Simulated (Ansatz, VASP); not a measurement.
Two plane-wave programs on Si4N

```
Si N
1.0
     2.64623    1.52780    3.14017
    -2.64623    1.52780    3.14017
     0.00000   -3.05560    3.14017
Si N
4 1
Cartesian
  1.5086 -0.8710 4.4945
  0.0000 1.7420 4.4945
  -1.5086 -0.8710 4.4945
  0.0000 0.0000 3.6075
  0.0000 0.0000 0.8314
```

Alike in both runs: task relaxation of cell and atoms; functional PBE; k mesh 6 × 6 × 6; occupations gaussian, width 0.1 eV; no spin polarisation.

```csv
,VASP,Ansatz
version,VASP 6.6.1,Ansatz 0.2.0
potentials or method,"VASP PAW PBE potentials, release 64 (Si, N)","scalar-relativistic, plane waves, PAW"
plane-wave cutoff (eV),600,420
valence electrons in the cell,21,21
```

```csv
,VASP,Ansatz,Ansatz less VASP
"gap on the k mesh at the Fermi level, each at its own relaxed structure (eV)",none,none,-
relaxed volume (Å³/atom),13.84,13.91,+0.071
relaxed cell length with the largest relative difference (Å),4.248,4.261,+0.0127
energy change over the relaxation (meV/atom),-1841,-1854,-13.3
```

A gap of «none» marks a metal or a gap that the smearing closes.
